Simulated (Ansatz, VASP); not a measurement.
**One calculation of BN, two programs**

```
CELL_PARAMETERS angstrom
2.55394 0.00000 0.00000
-1.27697 2.21178 0.00000
0.00000 0.00000 4.22685
ATOMIC_POSITIONS crystal
N 0.33333 0.66667 0.12528
N 0.66667 0.33333 0.62528
B 0.33333 0.66667 0.49972
B 0.66667 0.33333 0.99972
```

Measurements of this composition are mostly on another form, of space group No. 194.

Alike in both runs: functional PBEsol-based screened hybrid; k mesh 6 × 6 × 3; occupations fermi-dirac, width 0.05 eV; no spin polarisation.

|  | VASP | Ansatz |
| --- | --- | --- |
| version | VASP 6.6.1 | Ansatz 0.2.0 |
| potentials or method | VASP PAW PBE potentials, release 64 (N, B) | Ansatz PAW |
| plane-wave cutoff (eV) | 520 | 420 |
| valence electrons in the cell | 16 | 16 |
| task | single point | band structure |

Ansatz gave:

- gap on the k mesh at the Fermi level (eV): 6.39
- least direct gap on the mesh (eV): 9.83
- pressure (GPa): -13.0
- largest component of the traceless stress (GPa): 0.71
- rms of the force components (eV/Å): 0.022

Which values does VASP return?

gap on the k mesh at the Fermi level (eV): 6.38; least direct gap on the mesh (eV): 9.82; pressure (GPa): -12.4; largest component of the traceless stress (GPa): 0.75; rms of the force components (eV/Å): 0.020.

Atom by atom the forces differ by 0.002 eV/Å (rms over components). With one functional, cell and mesh, what is left measures potentials, basis and numerics.

Caveats: the k mesh is coarse (spacing up to 0.50 Å⁻¹), so the values aren't converged (VASP); the PAW data sets were made with another functional, which shifts forces and pressure a little (VASP); an odd mesh through Γ misses points on the zone boundary, where band edges often lie (VASP); the k mesh is coarse (spacing up to 0.50 Å⁻¹), so the values aren't converged, least of all with exact exchange (Ansatz); the pressure holds a Pulay correction of +0.8 GPa for the finite cutoff (Ansatz); the PAW data sets come from PBE, with cores solved anew for the run's functional, which leaves a small shift of forces and pressure (Ansatz); the thresholds are loose for stress (Ansatz).
